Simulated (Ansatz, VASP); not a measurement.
TePb (so): VASP beside Ansatz

```
Te Pb
1.0
     0.00000    3.31395    3.31395
     3.31395    0.00000    3.31395
     3.31395    3.31395    0.00000
Te Pb
1 1
Direct
  0.50000 0.50000 0.50000
  0.00000 0.00000 0.00000
```

Alike in both runs: task single point; functional PBE; k mesh 10 × 10 × 10; occupations gaussian, width 0.02 eV; non-collinear spin, spin-orbit coupling.

|  | VASP | Ansatz |
| --- | --- | --- |
| version | VASP 6.6.1 | Ansatz 0.2.0 |
| potentials or method | VASP PAW PBE potentials, release 64 (Te, Pb_d) | plane waves, PAW |
| plane-wave cutoff (eV) | 520 | 420 |
| valence electrons in the cell | 20 | 30 |

Ansatz gave:

```
gap on the k mesh at the Fermi level (eV) : 0.06
least direct gap on the mesh (eV)         : 0.06
pressure (GPa)                            : -1.0
net moment per atom (μB)                  : 0.00
```

Question: Which values does VASP return?

Answer: gap on the k mesh at the Fermi level (eV): 0.18; least direct gap on the mesh (eV): 0.18; pressure (GPa): -1.0; net moment per atom (μB): 0.00.

With one functional, cell and mesh, what is left measures potentials, basis and numerics. The two sets of potentials don't hold the same shells in valence.
